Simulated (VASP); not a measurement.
Here is a VASP 6.6.1 calculation.

INCAR

```
SYSTEM = H6C2O
  PREC = Accurate
  ENCUT = 520
  EDIFF = 1E-6
  ISMEAR = -1
  SIGMA = 0.05
  LREAL = Auto
  LASPH = .TRUE.
  NELM = 100
  ALGO = Fast
  ISIF = 2
  LWAVE = .FALSE.
  LCHARG = .FALSE.
  GGA = PE
  IVDW = 12
  NBANDS = 64
```

Contents of KPOINTS:

```
Automatic mesh
0
G
  1 1 1
  0 0 0
```

POSCAR

```
H6C2O
1.0
    7.2936330000      0.0000000000      0.0000000000
    0.0000000000      7.2936330000      0.0000000000
    0.0000000000      0.0000000000      7.2936330000
C O H
8 4 24
Direct
    0.3624256938      0.8719385799      0.6534466431
    0.4819957352      0.9581644703      0.5063183190
    0.9329918300      0.5219758110      0.6182241415
    0.7880572000      0.4468966289      0.4872743117
    0.4400413347      0.5887600871      0.1154020226
    0.2694816150      0.7020095472      0.1674062844
    0.6742318951      0.1117824272      0.0185778473
    0.8673181116      0.1712452491      0.0724467491
    0.6547628596      0.8872533071      0.5687563386
    0.6243527745      0.3733256115      0.5771197975
    0.1112340037      0.6628658174      0.0581740266
    1.0048490238      0.0460264453     -0.0028380918
    0.7533694114      0.9615098539      0.5082652226
    0.4417825794      0.9013203708      0.3661686844
    0.4901672459      1.1093922603      0.4865476505
    0.2179435132      0.9474153690      0.6314411487
    0.3502781124      0.7205873945      0.6420531442
    0.4051890190      0.9241210793      0.7835052847
    0.5150930956      0.4021178472      0.4948836883
    0.7550969455      0.5655480609      0.4045583319
    0.8551979514      0.3306719710      0.4157461720
    1.0697549493      0.5166286815      0.5441595430
    0.8968644296      0.6486890689      0.6899716506
    0.9750147834      0.4153622756      0.7240150416
    0.0405147887      0.7699180916      0.0629041796
    0.2355204875      0.6784958881      0.3145071873
    0.2978351118      0.8486717113      0.1465387688
    0.5573491290      0.6596164079      0.1703540609
    0.4428382947      0.4490903230      0.1840646493
    0.4685730691      0.6050893978     -0.0372105369
    0.9993510779      0.0312601416     -0.1410408229
    0.9131251874      0.3138765002      0.0578175513
    0.8847031377      0.1619220490      0.2245794380
    0.5802458117      0.2197121791      0.0338651533
    0.6818275611      0.0705821091     -0.1246840909
    0.6511706854     -0.0107353907      0.1041867612
```

Potentials or basis: VASP PAW PBE potentials, release 64 (C, O, H).

Run with:

```bash
$ cat potpaw_PBE.64/C/POTCAR potpaw_PBE.64/O/POTCAR potpaw_PBE.64/H/POTCAR > POTCAR
$ mpirun -np 1 vasp_gam > vasp.out
```

Task: Predict the pressure.

Result: -1.4 GPa.

Task: Estimate the band gap on the k mesh.

Result: 4.15 eV, direct.

Stress tensor (GPa, compression positive):
```
-0.49  0.35  0.20
 0.35 -1.71  1.28
 0.20  1.28 -1.92
```

PBE gaps usually lie below the measured ones, often by a third to a half.
